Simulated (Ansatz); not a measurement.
# PbSe (Clausthalite) (Fm-3m) in Ansatz: notebook

Runs on PbSe (Clausthalite). Level: PBEsol. Tasks: band structure, phonons.

All numbers are computed with Ansatz 0.2.0; they aren't measurements. Logs are shortened: lines on timing, memory, paths and dates and some standing lists are left out, and cuts for length are marked.

**Experimental background.**

From a printed reference work, monograph, for a bulk crystal of PbSe at 4.2 K: band gap 0.15 eV (direct).

The runs below are set against these values where they give the same quantity.

### Step 1. The crystal as given

It takes space group Fm-3m (No. 225, cubic). Conventional cell: a = 6.121 Å, b = 6.121 Å, c = 6.121 Å, α = 90.00°, β = 90.00°, γ = 90.00°. Pb (site symmetry m-3m) has 6 Se at 3.06 Å as nearest neighbours. Around Se (site symmetry m-3m) lie 6 Pb at 3.06 Å.

### Step 2. Band structure, PBEsol

Contents of input.yaml:

```yaml
crystal:
  lattice:
    - [0.0, 3.06065, 3.06065]
    - [3.06065, 0.0, 3.06065]
    - [3.06065, 3.06065, 0.0]
  atoms:
    - { symbol: Pb, position: [0.0, 0.0, 0.0] }
    - { symbol: Se, position: [0.5, 0.5, 0.5] }
hamiltonian:
  xc: pbesol
  pseudopotentials: { kind: paw }
kpoints:
  mp_grid: { grid: [8, 8, 8] }
  band_path:
    path:
      - [[0.0, 0.0, 0.0], [0.5, 0.0, 0.5], [0.5, 0.25, 0.75], [0.375, 0.375, 0.75], [0.0, 0.0, 0.0], [0.5, 0.5, 0.5], [0.625, 0.25, 0.625], [0.5, 0.25, 0.75], [0.5, 0.5, 0.5], [0.375, 0.375, 0.75]]
      - [[0.625, 0.25, 0.625], [0.5, 0.0, 0.5]]
    npoints: 14
scf:
  occupations: { method: fermi_dirac, width: 0.05 }
  n_extra_bands: 6
output:
  forces: true
  stress: true
  eigenvalues: true
  fatbands: false
```

Potentials or basis: Ansatz PAW.

The run is started by

```sh
> ansatz run input.yaml --threads 2 --pin off --max-ram 5120MiB --backend cpu --events-out ev --progress --plain --runs-dir out
```

Output:

```text
Warning: RAYON_NUM_THREADS=2 ignored (pool sized by the plan → 2); use --threads N
scf.n_extra_bands = 6 over 15 filled bands (N_el = 30.0): the run solves 21 bands
Engine: ansatz 0.2.0, aarch64-unknown-linux-gnu
Pseudopotentials: kind: paw
Pseudopotential: Pb, paw, valence charge 14, recommended cutoff 420 eV (normal), Pb.paw.azcp
Pseudopotential: Se, paw, valence charge 16, recommended cutoff 420 eV (normal), Se.paw.azcp
Functional definition: PBEsol
  exchange = pbesol_x
  correlation = pbesol_c
Crystal: 2 atoms, lattice volume = 57.342 Å³
Basis set: ecut = 420 eV, 1139 PW (Γ), exchange–correlation on 60×60×60 points (8 copies of the dense FFT grid, shifted against one another)
Bands: 21, of which v1, the nominal top of the filled ones, is band 15 counted from 1 (14 counted from 0)
Symmetry: 48 space group operations
Space group: Fm-3m (ITA 225), of the structure as read, at distance tolerance 3.9e-5 Å
k-points: 29 of 512
Non-local potential: Pb, projectors of the file, l = 0: 2, l = 1: 2, l = 2: 2, l = 3: 2
Non-local potential: Se, projectors of the file, l = 0: 2, l = 1: 2, l = 2: 3, l = 3: 1
PAW form: soft (Blöchl's): semilocal exchange-correlation on the pseudo side does not see the compensation charge
PAW frozen core: Pb, regenerated for the run's functional, and the local potential with it (the file was generated under x = pbe(κ = 0.804, μ = 0.2195149727645171), c = pbe(β = 0.06672455060314922))
PAW frozen core: Se, regenerated for the run's functional, and the local potential with it (the file was generated under x = pbe(κ = 0.804, μ = 0.2195149727645171), c = pbe(β = 0.06672455060314922))
PAW one-centre angular grid: Pb, 590 points (default); XC on 64 Gauss nodes
PAW one-centre angular grid: Se, 590 points (default); XC on 64 Gauss nodes
Initial density: superposition of atomic densities (neutral atoms: chi_scale 0, normalization atom), corrected by the library's trained network
Initial wavefunctions: pseudopotential atomic-orbital guess
Functional: x = pbesol(κ = 0.804, μ = 0.12345679012345678), c = pbesol(β = 0.046)
SCF iter   1: F=—  HF=-17180.218415 eV  |F-HF|=—  |Δ(HF+E_count)|=         —  Δρ=2.43e-3  dr2=6.53e-3  ethr=1.77e-3  ⟨swp⟩=6.3  Hψ=3009  notcnv=0  defer=2
preconditioner: auto → none  [insulator: Δε(μ)=0.169 eV  Ē_g=17.026 eV  σ=0.050 eV  W_gap=0.69  n_scr=14 (ndim 8)  ℏωp=21.9 eV  f_vac=0.019  D(μ)=0.08/eV (n_scr^D=0)  ε∞_Penn≈2.7]
SCF iter   2: F=—  HF=-17180.215631 eV  |F-HF|=—  |Δ(HF+E_count)|=   2.78e-3  Δρ=1.16e-3  dr2=9.41e-4  ethr=2.18e-5  ⟨swp⟩=2.0  Hψ=1108  notcnv=0  defer=45
SCF iter   3: F=—  HF=-17180.215344 eV  |F-HF|=—  |Δ(HF+E_count)|=   2.87e-4  Δρ=3.59e-4  dr2=5.38e-5  ethr=3.14e-6  ⟨swp⟩=2.9  Hψ=975  notcnv=0  defer=45
SCF iter   4: F=—  HF=-17180.215354 eV  |F-HF|=—  |Δ(HF+E_count)|=   1.02e-5  Δρ=1.19e-4  dr2=3.99e-6  ethr=1.79e-7  ⟨swp⟩=2.8  Hψ=1008  notcnv=0  defer=45
SCF iter   5: F=—  HF=-17180.215357 eV  |F-HF|=—  |Δ(HF+E_count)|=   2.68e-6  Δρ=2.90e-5  dr2=4.41e-7  ethr=1.33e-8  ⟨swp⟩=2.0  Hψ=997  notcnv=0  defer=45
SCF iter   6: F=-17180.215357 eV  HF=-17180.215357 eV  |F-HF|=2.65e-8  |Δ(HF+E_count)|=   3.39e-7  Δρ=6.18e-6  dr2=2.08e-8  ethr=3.33e-10  ⟨swp⟩=8.7  Hψ=2980  notcnv=0
SCF 1 converged in 6 iterations: F = -17180.215357 eV  dr2 = 2.08e-8
NSCF: frozen V_eff on 142 k-points
SCF converged after 6 iterations
Free energy (F): -17180.215357 eV
Harris-Foulkes:  -17180.215357 eV  (|F-HF|=2.65e-8)
Internal energy: -17180.214784 eV  (E = F + TS)
E sigma→0 (E₀):  -17180.215070 eV
Entropy (-TS):   -0.000573 eV (-0.286 meV/atom)
Fermi energy:    8.969616 eV
--- Per-component energies (eV) ---
  E_band       = -429.858361
  E_kinetic    = 405.934447
  E_local      = -3531.260500  (includes V_loc(G=0)·N_el)
  E_nonlocal   = -240.719919
  E_hartree    = 1640.735024
  E_xc         = -322.843130
  E_vxc        = -231.303777  (∫ρ·V_xc dr)
  E_paw        = -12121.423507  (= ΣΔE_a)
  E_vpaw       = -113.985562  (= ΣTr[D̂ρ^β])
  E_aug_tail   = -0.000508  (compensation charges beyond the density's cutoff)
  E_ewald      = -3011.707258
  E_core_change = 1.070567  (= ΣΔE_core)
  E_smearing   = -0.000573  (= −TS)
  E_closure    = -0.000000  (closes the sum)
  Σ components = -17180.215357   (vs F -17180.215357, Δ=0.00e0)
--- Forces (eV/Å), atoms counted from 1 ---
  atom   1  Pb    -0.00000000    -0.00000000    -0.00000000
  atom   2  Se     0.00000000    -0.00000000    -0.00000000
  max |Σ_I F_I| component: 1.25e-30 eV/Å
--- Stress (GPa, compression-positive) ---
       -0.505161       0.000000       0.000000
        0.000000      -0.505161      -0.000000
       -0.000000      -0.000000      -0.505161
  P = ⅓ Tr σ = -0.5052 GPa (-5.052 kbar)
--- Band table (eV; the first three rows and the last of 29) ---
  k-point 0: bands = ["-38.4178", "-38.4178", "-38.4154", "-38.4154", "-38.4154", "-7.8918", "-7.8918", "-7.8918", "-7.8909", "-7.8909", "-4.7421", "2.5428", "6.9949", "6.9949", "6.9949", "13.5472", "13.5472", "13.5472", "15.3224", "15.3224", "15.3224"]
  k-point 1: bands = ["-38.4178", "-38.4178", "-38.4154", "-38.4154", "-38.4154", "-7.8947", "-7.8947", "-7.8913", "-7.8867", "-7.8867", "-4.6233", "2.1502", "7.0358", "7.0358", "7.2670", "12.4633", "12.8693", "12.8693", "15.1067", "15.6683", "15.6683"]
  k-point 2: bands = ["-38.4178", "-38.4178", "-38.4154", "-38.4154", "-38.4154", "-7.9036", "-7.9036", "-7.8901", "-7.8749", "-7.8749", "-4.2967", "1.2811", "7.1560", "7.1560", "7.8120", "10.9665", "11.7438", "11.7438", "15.2831", "16.5381", "16.5381"]
  k-point 28: bands = ["-38.4178", "-38.4178", "-38.4154", "-38.4154", "-38.4153", "-7.9855", "-7.8914", "-7.8793", "-7.8793", "-7.8460", "-3.2651", "0.8382", "4.6084", "4.6084", "8.0843", "10.7062", "13.7578", "13.7578", "16.5359", "16.5359", "20.6413"]
```

Wall time 2.8 s (2 threads of Arm Neoverse V1, shared host); peak memory 0.35 GiB.

What came out:

* Free energy: -17180.2154 eV
* Pressure: -0.5 GPa
* Band gap on the k mesh: 0.20 eV, direct
* Band gap along the path: 0.20 eV, direct

Levels at the corners of the path, in eV from the valence-band top:
```csv
point,band 13,band 14,band 15,band 16,band 17,band 18
Γ,-1.87,-1.87,-1.87,4.68,4.68,4.68
X,-5.02,-3.25,-3.25,3.58,5.58,5.58
W,-4.26,-4.26,-0.79,1.84,4.89,4.89
K,-4.61,-2.74,-2.42,3.34,3.99,5.39
Γ,-1.87,-1.87,-1.87,4.68,4.68,4.68
L,-1.46,-1.46,0.00,0.20,1.65,1.65
U,-4.61,-2.74,-2.42,3.34,3.99,5.39
W,-4.26,-4.26,-0.79,1.84,4.89,4.89
L,-1.46,-1.46,0.00,0.20,1.65,1.65
K,-4.61,-2.74,-2.42,3.34,3.99,5.39
U,-4.61,-2.74,-2.42,3.34,3.99,5.39
X,-5.02,-3.25,-3.25,3.58,5.58,5.58
```

Caveat: spin-orbit coupling is left out, which as a rule narrows the gap of such compounds by several tenths of an eV; the PAW data sets come from PBE, with cores solved anew for the run's functional, which leaves a small shift of forces and pressure.

### Step 3. Phonons, PBEsol

Changes to input.yaml since step 2:

```diff
@@ -12,4 +12,10 @@
 kpoints:
-  mp_grid: { grid: [8, 8, 8] }
-  band_path:
+  mp_grid: { grid: [6, 6, 6] }
+scf:
+  occupations: { method: fermi_dirac, width: 0.05 }
+phonons:
+  method: dfpt
+  qmesh: [2, 2, 2]
+  temperatures: { t_max: 1000, t_step: 100 }
+  qpath:
     path:
@@ -17,10 +23,2 @@
       - [[0.625, 0.25, 0.625], [0.5, 0.0, 0.5]]
-    npoints: 14
-scf:
-  occupations: { method: fermi_dirac, width: 0.05 }
-  n_extra_bands: 6
-output:
-  forces: true
-  stress: true
-  eigenvalues: true
-  fatbands: false
+    npoints: 8
```

Potentials or basis: Ansatz PAW.

The run is started by

```sh
> ansatz run input.yaml --threads 2 --pin off --max-ram 5120MiB --backend cpu --events-out ev --progress --plain --runs-dir out
```

Output:

```text
Warning: RAYON_NUM_THREADS=2 ignored (pool sized by the plan → 2); use --threads N
Engine: ansatz 0.2.0, aarch64-unknown-linux-gnu
Pseudopotentials: kind: paw
Pseudopotential: Pb, paw, valence charge 14, recommended cutoff 420 eV (normal), Pb.paw.azcp
Pseudopotential: Se, paw, valence charge 16, recommended cutoff 420 eV (normal), Se.paw.azcp
Functional definition: PBEsol
  exchange = pbesol_x
  correlation = pbesol_c
Crystal: 2 atoms, lattice volume = 57.342 Å³
Basis set: ecut = 420 eV, 1139 PW (Γ), exchange–correlation on 60×60×60 points (8 copies of the dense FFT grid, shifted against one another)
Bands: 19, of which v1, the nominal top of the filled ones, is band 15 counted from 1 (14 counted from 0)
Symmetry: 48 space group operations
k-points: 16 of 216
Non-local potential: Pb, projectors of the file, l = 0: 2, l = 1: 2, l = 2: 2, l = 3: 2
Non-local potential: Se, projectors of the file, l = 0: 2, l = 1: 2, l = 2: 3, l = 3: 1
PAW form: soft (Blöchl's): semilocal exchange-correlation on the pseudo side does not see the compensation charge
PAW frozen core: Pb, regenerated for the run's functional, and the local potential with it (the file was generated under x = pbe(κ = 0.804, μ = 0.2195149727645171), c = pbe(β = 0.06672455060314922))
PAW frozen core: Se, regenerated for the run's functional, and the local potential with it (the file was generated under x = pbe(κ = 0.804, μ = 0.2195149727645171), c = pbe(β = 0.06672455060314922))
PAW one-centre angular grid: Pb, 590 points (default); XC on 64 Gauss nodes
PAW one-centre angular grid: Se, 590 points (default); XC on 64 Gauss nodes
Initial density: superposition of atomic densities (neutral atoms: chi_scale 0, normalization atom), corrected by the library's trained network
Initial wavefunctions: pseudopotential atomic-orbital guess
Functional: x = pbesol(κ = 0.804, μ = 0.12345679012345678), c = pbesol(β = 0.046)
[... 94 lines left out ...]
    site 1:
        -4.84175   -0.00000   -0.00000
         0.00000   -4.84175    0.00000
         0.00000   -0.00000   -4.84175
  Z* charge neutrality: 2.291e-4 e pre-enforcement
  solved inside a basis spanned on the 6×6×6 k-mesh, on 10×10×10 k-points transformed towards the longest dipole: ε∞ is read to err by 1.1e-1, Z* by 4.1e-2 e; Z* is corrected for what the basis lacks
  optical modes at Γ without the LO–TO term, one row a degenerate level:
      ω (cm⁻¹)  modes    IR ((D/Å)²/amu)
         10.87      3            28.3763
  optical modes at Γ + LO–TO along q̂ = [1.0000, 0.0000, 0.0000]:
      ω (cm⁻¹)  modes    IR ((D/Å)²/amu)
         10.87      2            18.9175
        120.80      1             9.4588
  optical modes at Γ + LO–TO along q̂ = [0.0000, 1.0000, 0.0000]:
      ω (cm⁻¹)  modes    IR ((D/Å)²/amu)
         10.87      2            18.9175
        120.80      1             9.4588
  optical modes at Γ + LO–TO along q̂ = [0.0000, 0.0000, 1.0000]:
      ω (cm⁻¹)  modes    IR ((D/Å)²/amu)
         10.87      2            18.9175
        120.80      1             9.4588
--- Phonons (arbitrary-q DFPT): 3 irreducible q on the 2×2×2 mesh ---
  q = [0.0000, 0.0000, 0.0000] (star 1, of the zone-centre solve; hermiticity 2.18e-4, symmetrization 2.92e-10): -0.00 -0.00 0.00 10.87 10.87 10.87
  q = [0.0000, 0.0000, -0.5000] (star 4, 2 solved perturbations on 68 of 216 k-point pairs; hermiticity 1.75e-13, symmetrization 3.54e-12): 54.21 54.21 98.59 121.90 121.90 140.93
  q = [0.0000, -0.5000, -0.5000] (star 3, 4 solved perturbations in 152 linear systems a pass and spin channel, the states on 46 of 216 k-point pairs; hermiticity 1.19e-5, symmetrization 4.12e-12): 31.59 31.59 46.30 63.85 75.20 75.20
  sum rule: each row above includes the acoustic sum rule's correction from the zone centre's row sums; it moved no ω² by more than (0.10 cm⁻¹)²
  mesh force constants: q→R imaginary residual 1.36e-17; ASR residual 3.059e-6 → 0.000e0 eV/Å²; symmetrization residual 3.109e-15 eV/Å²
  interpolated dispersion: 83 rows × 6 modes
  density of states and harmonic sums: on the 18×18×18 q-mesh, interpolated from the force constants of a 2×2×2 supercell (with the dipole–dipole term)
  largest difference from the sums on the solved wave vectors: F 1.05e-2 eV, S 3.65e-5 and C_V 3.22e-5 eV/K
  zero-point energy: 0.029093 eV/cell   skipped modes (ω ≤ 0): 3   left out of the sums: 8.57e-5 of the cell's modes: C_V's classical limit lies that fraction below 3 k_B per atom; for a crystal, a wire or a layer, F and S can be off by more, and a phonons.interpolated_qmesh denser along its periods is the remedy for the sampling
```

phdos.tsv:

```text
# omega_inv_cm	omega_thz	g_bin_mean(omega)[modes/inv_cm]
# format = ansatz-phdos/2
# interpolated_qmesh = 18 18 18
# force_constants_supercell = 2 2 2
[... 4 lines left out ...]
0.563735	0.016900	9.682665e-7
0.845602	0.025351	2.153899e-6
1.127469	0.033801	3.813784e-6
1.409337	0.042251	5.947923e-6
[... 493 lines left out ...]
140.651797	4.216635	3.385997e-4
140.933664	4.225085	1.302306e-5
```

Wall time 52 s (2 threads of Arm Neoverse V1, shared host); peak memory 0.7 GiB.

What came out:

```yaml
Free_energy: -17180.2190 eV
Band_gap_on_the_k_mesh: 0.20 eV, direct
Electronic_dielectric_tensor_diagonal: 24.31
Born_charges_mean_of_the_diagonal: Pb +4.84; Se -4.84 e
Highest_phonon_frequency_LO-TO_splitting_left_out: 141 cm⁻¹
```

Levels at points of the mesh, in eV from the valence-band top:
```csv
k point,band 13,band 14,band 15,band 16,band 17,band 18
"(0.00, 0.00, 0.00)",-1.88,-1.88,-1.88,4.68,4.68,4.68
"(0.00, 0.00, -0.50)",-1.46,-1.46,0.00,0.20,1.66,1.66
"(0.00, -0.50, -0.50)",-5.02,-3.25,-3.25,3.58,5.58,5.58
```

Phonon frequencies in cm⁻¹ (negative: imaginary):
| q point | frequencies |
| --- | --- |
| (0.000, 0.000, 0.000) | 0 0 0 11 11 11 |
| (0.000, 0.000, -0.500) | 54 54 99 122 122 141 |
| (0.000, -0.500, -0.500) | 32 32 46 64 75 75 |

Electronic dielectric tensor:
```
24.31  0.00  0.00
 0.00 24.31  0.00
 0.00  0.00 24.31
```

Born effective charge tensors (e):
atom 1, Pb
```
4.84 0.00 0.00
0.00 4.84 0.00
0.00 0.00 4.84
```
atom 2, Se
```
-4.84  0.00  0.00
 0.00 -4.84  0.00
 0.00  0.00 -4.84
```

Caveat: the gap is small at this level, which inflates the dielectric constant; spin-orbit coupling is left out, which as a rule narrows the gap of such compounds by several tenths of an eV; the q mesh is small, so phonon branches between its points and thermal values are rough; the PAW data sets come from PBE, with cores solved anew for the run's functional, which leaves a small shift of forces and pressure.

### Step 4. Comparison with measurements

Step 2. Against the measured gap of PbSe, 0.15 eV (direct; 4.2 K; a printed reference work, monograph), the calculated 0.20 eV is off by +0.05 eV. 2 values of this kind are on record (0.15 to 0.28 eV); this one was drawn at random. Spin-orbit coupling on Pb, Se is left out. The value is that of PBEsol, without temperature or zero-point motion.

Step 3. Measured gap of PbSe: 0.15 eV (direct; 4.2 K; a printed reference work, monograph). This calculation gives 0.20 eV (+0.05 eV). 2 values of this kind are on record (0.15 to 0.28 eV); this one was drawn at random. Spin-orbit coupling on Pb, Se is left out. The value is that of PBEsol on a finite k mesh, which can miss the band edges, without temperature or zero-point motion.
